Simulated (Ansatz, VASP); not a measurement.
# One calculation of Li, two programs

```
Li
1.0
     2.73880    0.00000    0.00000
     0.00000    2.73880    0.00000
     0.00000    0.00000    2.73880
Li
1
Direct
  0.00000 0.00000 0.00000
```

Alike in both runs: task relaxation of cell and atoms; functional LDA; k mesh 14 × 14 × 14; occupations fermi-dirac, width 0.05 eV; no spin polarisation.

```csv
,VASP,Ansatz
version,VASP 6.6.1,Ansatz 0.2.0
potentials or method,"VASP PAW LDA potentials, release 64 (Li_sv)","PAW with Ansatz's default frozen-core files, scalar-relativistic"
plane-wave cutoff (eV),600,420
valence electrons in the cell,3,3
```

```tsv
	VASP	Ansatz	Ansatz less VASP
relaxed volume (Å³/atom)	18.75	19.01	+0.258
relaxed cell length with the largest relative difference (Å)	2.657	2.669	+0.0121
energy change over the relaxation (meV/atom)	-7	-5	+1.8
```

Caveats: the cutoff is under 1.25 times the usual one of these potentials, so pressure, stress and relaxed cells hold a basis-set (Pulay) error (VASP).
